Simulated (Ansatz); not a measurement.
Born–Oppenheimer molecular dynamics of a periodic cell of 24 atoms, PbF$_{2}$ (host PbF2, host structure Fm-3m). It starts from a structure without forces on its atoms.

Theory: DFT PBE-D3(BJ), scalar-relativistic, plane waves, PAW (Ansatz). Settings: accuracy low, cutoff 420 eV, k mesh 1x1x1, fermi-dirac smearing 0.05 eV, no spin polarisation.

```
ensemble        : NVT, Nosé–Hoover chain
time step       : 2 fs
steps asked     : 160
set temperature : 500 K
thermostat      : time constant 200 fs, chain length 3
seed            : 276871
```

Frames 20 fs apart, positions in Å, forces in eV/Å.

Velocities at 100.0 fs (Å/ps):

```
Pb 0.40 0.82 -0.41
F -1.23 1.24 2.33
F -8.46 -4.15 4.54
Pb -0.30 0.40 0.06
F -0.80 2.80 0.70
F 5.65 -5.62 0.21
Pb 0.10 0.86 0.29
F -3.46 -2.16 1.99
F -1.19 -0.87 11.10
Pb 0.51 -0.30 -0.70
F -6.22 4.71 -4.89
F -1.52 2.82 -0.72
Pb 0.15 0.17 -0.12
F 3.73 -0.31 -2.66
F -5.33 -1.93 -4.00
Pb -0.20 1.88 0.93
F -4.62 -4.06 -2.54
F -2.41 3.79 2.02
Pb -0.21 -1.20 -0.53
F 2.53 -5.21 4.18
F 7.89 -5.34 -2.34
Pb 0.83 -1.01 -0.41
F 2.00 -0.11 0.84
F -0.36 -3.11 -0.85
```

```xyz
24
Lattice="0.0000 5.9159 5.9159 5.9159 0.0000 5.9159 5.9159 5.9159 0.0000" Properties=species:S:1:pos:R:3:forces:R:3 time_fs=100.0 energy_less_start_eV=0.723 T=282
Pb 0.010 -0.107 0.028 0.46 0.97 -0.42
F 4.551 4.558 4.351 -0.29 -0.18 -0.10
F 1.587 1.487 1.548 -0.11 0.04 -0.30
Pb 2.975 2.986 0.136 -0.33 -0.20 -0.53
F 7.340 7.486 4.324 0.17 -0.19 0.30
F 4.541 4.527 1.266 -0.52 -0.54 0.70
Pb 2.992 0.054 2.965 -0.09 -0.04 0.04
F 7.369 4.448 7.420 0.20 -0.01 -0.02
F 4.322 1.714 4.309 0.12 -0.39 0.04
Pb 5.891 2.988 2.819 0.41 -0.43 0.51
F 10.330 7.263 7.231 0.11 0.45 0.09
F 7.467 4.498 4.361 0.12 0.04 0.09
Pb -0.067 3.006 2.943 0.20 -0.25 -0.09
F 4.600 7.482 7.223 -0.30 -0.14 0.23
F 1.568 4.598 4.318 -0.25 -0.57 0.29
Pb 3.013 6.029 3.129 -0.33 0.41 -0.52
F 7.478 10.294 7.462 -0.14 0.42 -0.36
F 4.453 7.502 4.489 -0.15 -0.09 -0.17
Pb 2.863 2.908 5.876 0.21 -0.25 0.09
F 7.342 7.477 10.367 0.23 0.06 -0.15
F 4.478 4.382 7.354 -0.21 0.16 -0.22
Pb 5.929 5.715 5.860 0.35 0.69 0.28
F 10.423 10.424 10.252 0.06 0.06 0.27
F 7.434 7.437 7.381 0.08 -0.03 -0.05
24
Lattice="0.0000 5.9159 5.9159 5.9159 0.0000 5.9159 5.9159 5.9159 0.0000" Properties=species:S:1:pos:R:3:forces:R:3 time_fs=120.0 energy_less_start_eV=0.848 T=254
Pb 0.021 -0.082 0.016 0.05 0.64 -0.22
F 4.497 4.561 4.379 -0.16 -0.22 -0.25
F 1.424 1.407 1.604 0.36 0.04 -0.33
Pb 2.966 2.992 0.132 -0.14 -0.19 -0.36
F 7.350 7.510 4.364 0.29 -0.51 0.05
F 4.601 4.369 1.337 -0.45 0.00 0.35
Pb 2.993 0.071 2.971 -0.09 -0.03 0.10
F 7.330 4.407 7.450 0.41 0.10 -0.23
F 4.317 1.647 4.506 0.30 -0.57 -0.79
Pb 5.905 2.978 2.809 0.30 -0.42 0.44
F 10.219 7.380 7.154 0.26 -0.27 0.55
F 7.458 4.552 4.348 0.33 -0.18 -0.09
Pb -0.062 3.007 2.941 0.16 -0.24 0.05
F 4.634 7.465 7.201 -0.52 -0.08 0.42
F 1.444 4.519 4.263 0.05 0.03 0.21
Pb 3.006 6.070 3.143 -0.35 0.03 -0.50
F 7.377 10.262 7.393 0.08 0.47 0.14
F 4.385 7.563 4.513 -0.14 -0.26 -0.17
Pb 2.861 2.882 5.866 0.08 0.12 0.14
F 7.417 7.385 10.433 0.12 0.17 -0.14
F 4.597 4.305 7.288 -0.62 0.48 -0.07
Pb 5.948 5.701 5.855 0.19 0.74 0.37
F 10.450 10.432 10.294 -0.44 0.10 0.14
F 7.431 7.373 7.368 -0.06 0.05 0.18
24
Lattice="0.0000 5.9159 5.9159 5.9159 0.0000 5.9159 5.9159 5.9159 0.0000" Properties=species:S:1:pos:R:3:forces:R:3 time_fs=140.0 energy_less_start_eV=0.886 T=256
Pb 0.035 -0.044 -0.001 -0.29 0.20 -0.08
F 4.412 4.521 4.364 0.15 -0.17 -0.02
F 1.323 1.338 1.600 0.40 0.31 -0.07
Pb 2.954 2.995 0.122 0.09 -0.02 -0.22
F 7.412 7.438 4.414 -0.01 -0.33 -0.26
F 4.566 4.209 1.479 -0.37 0.62 -0.20
Pb 2.993 0.088 2.979 0.06 -0.14 0.01
F 7.365 4.383 7.439 0.07 0.15 -0.20
F 4.366 1.476 4.564 0.06 -0.02 -0.73
Pb 5.925 2.960 2.808 0.23 -0.32 0.47
F 10.159 7.454 7.183 0.37 -0.49 0.70
F 7.508 4.571 4.323 0.00 -0.34 0.06
Pb -0.054 3.003 2.938 -0.06 -0.11 0.01
F 4.569 7.428 7.260 -0.27 -0.15 0.25
F 1.327 4.438 4.253 0.27 0.32 0.26
Pb 2.992 6.113 3.147 -0.10 -0.50 -0.68
F 7.292 10.315 7.344 0.33 -0.06 0.24
F 4.295 7.575 4.501 0.36 -0.23 -0.17
Pb 2.860 2.858 5.859 0.16 0.40 0.05
F 7.513 7.322 10.477 -0.35 0.14 0.07
F 4.603 4.315 7.209 -0.43 0.27 0.27
Pb 5.972 5.700 5.856 -0.05 0.55 0.22
F 10.396 10.453 10.364 -0.43 -0.23 -0.07
F 7.415 7.319 7.386 -0.19 0.16 0.05
24
Lattice="0.0000 5.9159 5.9159 5.9159 0.0000 5.9159 5.9159 5.9159 0.0000" Properties=species:S:1:pos:R:3:forces:R:3 time_fs=160.0 energy_less_start_eV=0.935 T=256
Pb 0.043 -0.001 -0.019 -0.39 -0.23 0.14
F 4.350 4.443 4.345 0.23 -0.14 0.25
F 1.297 1.331 1.579 0.17 0.53 0.09
Pb 2.944 2.997 0.107 0.32 0.11 -0.10
F 7.475 7.305 4.423 -0.29 0.28 -0.06
F 4.459 4.158 1.595 -0.05 0.58 -0.27
Pb 2.994 0.102 2.987 0.11 -0.58 -0.39
F 7.412 4.390 7.390 -0.37 0.18 -0.01
F 4.430 1.299 4.482 -0.08 0.78 -0.11
Pb 5.949 2.935 2.816 -0.13 0.08 0.36
F 10.166 7.440 7.343 0.13 -0.12 0.06
F 7.556 4.521 4.313 -0.57 -0.45 0.32
Pb -0.047 2.998 2.936 -0.23 0.00 -0.12
F 4.452 7.364 7.369 0.23 0.02 -0.12
F 1.259 4.412 4.296 0.36 0.15 0.31
Pb 2.975 6.147 3.140 0.14 -1.04 -0.69
F 7.267 10.359 7.338 0.35 -0.54 0.05
F 4.276 7.543 4.458 0.74 -0.09 -0.02
Pb 2.862 2.840 5.852 0.38 0.46 0.11
F 7.543 7.287 10.531 -0.63 0.16 0.05
F 4.523 4.376 7.180 -0.10 -0.15 0.37
Pb 5.996 5.710 5.862 -0.27 0.25 0.06
F 10.259 10.430 10.427 0.08 -0.43 -0.08
F 7.363 7.295 7.412 -0.13 0.20 -0.20
24
Lattice="0.0000 5.9159 5.9159 5.9159 0.0000 5.9159 5.9159 5.9159 0.0000" Properties=species:S:1:pos:R:3:forces:R:3 time_fs=180.0 energy_less_start_eV=0.897 T=285
Pb 0.044 0.039 -0.036 -0.42 -0.63 0.56
F 4.328 4.337 4.372 0.06 0.02 0.28
F 1.306 1.422 1.574 -0.02 0.19 0.08
Pb 2.939 3.001 0.090 0.40 0.05 0.13
F 7.483 7.218 4.421 -0.38 0.59 0.19
F 4.337 4.222 1.661 0.24 0.30 -0.15
Pb 2.996 0.105 2.989 -0.11 -1.04 -0.62
F 7.395 4.431 7.336 -0.27 0.10 0.16
F 4.486 1.260 4.371 0.05 0.70 0.34
Pb 5.972 2.912 2.830 -0.59 0.54 0.25
F 10.205 7.399 7.522 0.03 0.16 -0.50
F 7.497 4.385 4.362 -0.63 -0.20 0.23
Pb -0.044 2.993 2.931 -0.24 0.13 -0.06
F 4.374 7.303 7.460 0.44 0.25 -0.38
F 1.262 4.415 4.402 0.29 -0.07 0.21
Pb 2.961 6.163 3.119 0.21 -1.28 -0.27
F 7.309 10.305 7.343 0.16 -0.34 -0.18
F 4.394 7.489 4.410 0.34 -0.11 0.17
Pb 2.872 2.830 5.847 0.37 0.75 0.12
F 7.457 7.285 10.591 -0.22 0.19 -0.32
F 4.418 4.413 7.221 0.13 -0.35 0.25
Pb 6.015 5.725 5.869 -0.59 0.02 -0.08
F 10.133 10.329 10.473 0.55 0.03 -0.18
F 7.287 7.308 7.402 0.19 0.00 -0.20
24
Lattice="0.0000 5.9159 5.9159 5.9159 0.0000 5.9159 5.9159 5.9159 0.0000" Properties=species:S:1:pos:R:3:forces:R:3 time_fs=200.0 energy_less_start_eV=0.919 T=295
Pb 0.037 0.068 -0.042 -0.46 -0.81 0.75
F 4.320 4.233 4.451 -0.02 0.30 0.00
F 1.317 1.552 1.583 0.10 -0.37 -0.05
Pb 2.941 3.006 0.075 0.29 -0.09 0.48
F 7.421 7.238 4.448 -0.04 0.22 -0.08
F 4.253 4.352 1.696 0.15 0.13 -0.15
Pb 2.997 0.090 2.979 -0.08 -0.72 -0.46
F 7.330 4.488 7.314 0.31 -0.20 0.38
F 4.545 1.351 4.318 -0.18 -0.11 0.34
Pb 5.985 2.897 2.849 -0.78 0.62 0.08
F 10.254 7.383 7.612 0.02 0.13 -0.59
F 7.321 4.207 4.458 0.03 0.26 0.01
Pb -0.046 2.989 2.925 -0.18 0.27 0.18
F 4.374 7.284 7.482 0.06 0.08 -0.29
F 1.322 4.409 4.550 0.12 -0.03 -0.11
Pb 2.950 6.156 3.093 0.35 -1.21 -0.05
F 7.385 10.185 7.317 0.00 0.26 0.00
F 4.580 7.410 4.394 -0.39 -0.13 0.19
Pb 2.888 2.834 5.845 0.27 0.80 0.12
F 7.325 7.323 10.590 0.33 0.24 -0.49
F 4.332 4.386 7.318 0.20 -0.14 0.23
Pb 6.023 5.742 5.874 -0.98 0.11 -0.23
F 10.107 10.234 10.481 0.49 0.60 -0.37
F 7.245 7.320 7.356 0.39 -0.22 0.11
24
Lattice="0.0000 5.9159 5.9159 5.9159 0.0000 5.9159 5.9159 5.9159 0.0000" Properties=species:S:1:pos:R:3:forces:R:3 time_fs=220.0 energy_less_start_eV=1.130 T=237
Pb 0.022 0.084 -0.036 -0.22 -0.59 0.52
F 4.311 4.189 4.532 0.15 0.58 -0.34
F 1.351 1.616 1.580 0.28 -0.58 -0.29
Pb 2.949 3.010 0.068 0.20 -0.01 0.45
F 7.348 7.303 4.462 0.30 -0.19 -0.21
F 4.201 4.511 1.698 0.18 -0.16 -0.29
Pb 2.996 0.061 2.960 0.04 -0.32 -0.36
F 7.319 4.508 7.365 0.51 -0.35 0.33
F 4.572 1.429 4.330 -0.32 -0.60 0.12
Pb 5.983 2.893 2.870 -0.71 0.42 -0.23
F 10.308 7.391 7.590 0.00 -0.02 -0.30
F 7.144 4.074 4.563 0.60 0.57 -0.01
Pb -0.051 2.991 2.923 -0.03 0.22 0.40
F 4.387 7.283 7.446 -0.28 -0.07 -0.08
F 1.408 4.401 4.677 -0.11 0.21 -0.49
Pb 2.946 6.126 3.064 0.38 -0.94 -0.09
F 7.460 10.113 7.297 -0.26 0.67 0.48
F 4.696 7.309 4.411 -0.85 0.12 0.01
Pb 2.910 2.853 5.844 0.10 0.37 0.16
F 7.250 7.403 10.498 0.44 -0.10 -0.15
F 4.285 4.333 7.461 0.20 0.20 0.07
Pb 6.014 5.760 5.876 -0.93 0.22 -0.11
F 10.176 10.246 10.424 0.07 0.53 -0.04
F 7.276 7.291 7.332 0.25 -0.17 0.42
24
Lattice="0.0000 5.9159 5.9159 5.9159 0.0000 5.9159 5.9159 5.9159 0.0000" Properties=species:S:1:pos:R:3:forces:R:3 time_fs=240.0 energy_less_start_eV=0.925 T=319
Pb 0.003 0.089 -0.019 0.02 -0.37 0.27
F 4.330 4.254 4.554 0.21 0.32 -0.27
F 1.436 1.572 1.523 0.11 -0.21 -0.26
Pb 2.961 3.014 0.070 0.08 0.02 0.29
F 7.329 7.336 4.443 0.25 -0.25 0.10
F 4.189 4.639 1.639 0.50 -0.55 -0.48
Pb 2.996 0.025 2.934 -0.14 -0.09 -0.19
F 7.401 4.460 7.480 0.06 -0.28 -0.03
F 4.538 1.402 4.370 -0.19 -0.20 -0.04
Pb 5.969 2.897 2.888 -0.46 0.23 -0.16
F 10.366 7.398 7.504 0.02 0.06 -0.06
F 7.075 4.049 4.666 0.56 0.53 -0.18
Pb -0.056 2.996 2.928 0.26 -0.09 0.40
F 4.352 7.272 7.391 -0.09 0.02 0.06
F 1.476 4.431 4.713 -0.19 0.15 -0.52
Pb 2.948 6.078 3.033 0.16 -0.63 0.10
F 7.488 10.163 7.366 -0.31 0.38 0.46
F 4.653 7.229 4.436 -0.56 0.38 0.01
Pb 2.935 2.879 5.847 -0.12 0.18 0.15
F 7.258 7.468 10.372 0.25 -0.29 0.16
F 4.277 4.313 7.616 0.22 0.18 -0.46
Pb 5.988 5.784 5.876 -0.51 0.26 0.11
F 10.266 10.361 10.358 -0.06 0.06 0.33
F 7.357 7.232 7.384 -0.06 0.20 0.19
24
Lattice="0.0000 5.9159 5.9159 5.9159 0.0000 5.9159 5.9159 5.9159 0.0000" Properties=species:S:1:pos:R:3:forces:R:3 time_fs=260.0 energy_less_start_eV=0.758 T=390
Pb -0.017 0.087 0.003 0.19 -0.30 0.05
F 4.389 4.379 4.525 0.09 -0.26 0.02
F 1.544 1.486 1.416 -0.18 0.21 0.03
Pb 2.974 3.017 0.076 0.07 -0.13 0.03
F 7.357 7.323 4.442 0.00 -0.05 0.35
F 4.273 4.664 1.487 0.45 -0.52 -0.21
Pb 2.993 -0.013 2.905 -0.37 0.22 0.16
F 7.500 4.354 7.595 -0.34 -0.16 -0.22
F 4.465 1.341 4.406 -0.03 0.58 0.04
Pb 5.946 2.906 2.904 -0.14 0.08 0.10
F 10.425 7.422 7.404 -0.10 0.26 0.11
F 7.117 4.128 4.732 0.24 0.23 -0.43
Pb -0.056 3.000 2.941 0.41 -0.26 0.46
F 4.302 7.264 7.347 0.32 0.11 0.19
F 1.513 4.487 4.649 -0.02 -0.19 -0.23
Pb 2.953 6.017 3.004 0.10 -0.47 0.28
F 7.455 10.287 7.522 -0.25 -0.27 -0.07
F 4.501 7.221 4.466 0.10 0.46 0.14
Pb 2.957 2.909 5.852 -0.21 0.14 -0.01
F 7.318 7.483 10.271 0.02 -0.08 0.15
F 4.315 4.325 7.682 0.24 -0.04 -0.88
Pb 5.951 5.813 5.878 -0.26 0.40 0.08
F 10.349 10.489 10.350 0.03 -0.51 0.20
F 7.427 7.211 7.470 -0.35 0.53 -0.36
```

Of the whole run (320 fs, mean temperature of the second half 327 K): The conserved energy stayed within 0.07 meV per atom of its start (net change 0.064 meV per atom), so the integration is sound. The mean temperature of the second half is 35 % below the set value. A run of 0.32 ps of so small a system gives no equilibrium averages. Limits of this set-up: coarse k mesh, low accuracy level.

The run took 8.1 min on 1 thread of Arm Neoverse V1 (shared host), peak memory 0.53 GiB.
